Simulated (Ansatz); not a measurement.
# GaH3N: the cost of one run

Computed with Ansatz 0.2.0 (DFT PBE, scalar-relativistic, plane waves, PAW, unless a step's input says otherwise).

2 further runs of the same task are left out: 2 set aside as unsound or not needed. Runs told in other sessions of the task aren't counted.

## Step 1: Starting point

Symmetry: F-43m, No. 216, cubic system. Conventional cell: a = 4.548 Å, b = 4.548 Å, c = 4.548 Å, α = 90.00°, β = 90.00°, γ = 90.00°. Around Ga (site symmetry -43m) lie 4 N at 1.97 Å. N (site symmetry -43m) is surrounded by 4 Ga at 1.97 Å.

As a file:

```xyz
2
Lattice="0.0000 2.2742 2.2742 2.2742 0.0000 2.2742 2.2742 2.2742 0.0000" Properties=species:S:1:pos:R:3 pbc="T T T"
Ga    0.0000    0.0000    0.0000
N     3.4114    3.4114    3.4114
```

It goes back to an entry of the Materials Project.

This cell was relaxed beforehand with the same method: volume 11.76 Å³/atom, gap on the mesh 1.54 eV.

## Step 2: Building the [110] wire, 4 host atoms a period with H caps

The wire is cut from the relaxed crystal, periodic along c with vacuum across. Atoms and period relax; energies count from the bulk, -2083.9540 eV an atom. Each H cap counts from half an H2 molecule (-15.872 eV in a separate run).

The cell holds 2 Ga, 2 N, 6 H: a = 13.200 Å, b = 14.200 Å, c = 3.216 Å, α = 90.00°, β = 90.00°, γ = 90.00°.

## Step 3: The relaxation run

Pressure and volume refer to the whole cell with its vacuum; only the period along c may change.

input.yaml reads:

```yaml
crystal:
  lattice:
    - [13.2, 0.0, 0.0]
    - [0.0, 14.2, 0.0]
    - [0.0, 0.0, 3.2162589135]
  atoms:
    - { symbol: Ga, position: [0.5609139946, 0.4487795108, 0.0] }
    - { symbol: "N", position: [0.5609139946, 0.3687006909, 0.5] }
    - { symbol: Ga, position: [0.4390860054, 0.6089371508, 0.5] }
    - { symbol: "N", position: [0.4390860054, 0.5288583308, 0.0] }
    - { symbol: H, position: [0.6580276031, 0.5126133082, 0.0] }
    - { symbol: H, position: [0.497821077, 0.3272290518, 0.5] }
    - { symbol: H, position: [0.6240069122, 0.3272290518, 0.5] }
    - { symbol: H, position: [0.5361996139, 0.6727709482, 0.5] }
    - { symbol: H, position: [0.3419723969, 0.6727709482, 0.5] }
    - { symbol: H, position: [0.3759930878, 0.4873866918, 0.0] }
basis:
  ecutwfc: 420
kpoints:
  mp_grid: { grid: [1, 1, 10] }
hamiltonian:
  xc: pbe
scf:
  occupations: { method: gaussian, width: 0.05 }
output:
  forces: true
  stress: true
  eigenvalues: true
  populations: true
  write_density: true
  write_potential: true
  elf: true
  volumetric_format: npy
relax:
  adjacent_minimum: "off"
  f_tol: 0.02
  max_steps: 45
  cell: { fix: [a, b, alpha, beta, gamma], stress_tol: 0.03 }
```

Command:

```
$ ansatz run input.yaml --threads 4 --pin off --max-ram 11264MiB --backend cpu --events-out ev --progress --plain --runs-dir out
```

Q: Estimate wall time and peak memory on 4 threads of Intel Xeon Platinum 8488C (Sapphire Rapids), shared host.

About 20 s, with a peak of 0.96 GiB.
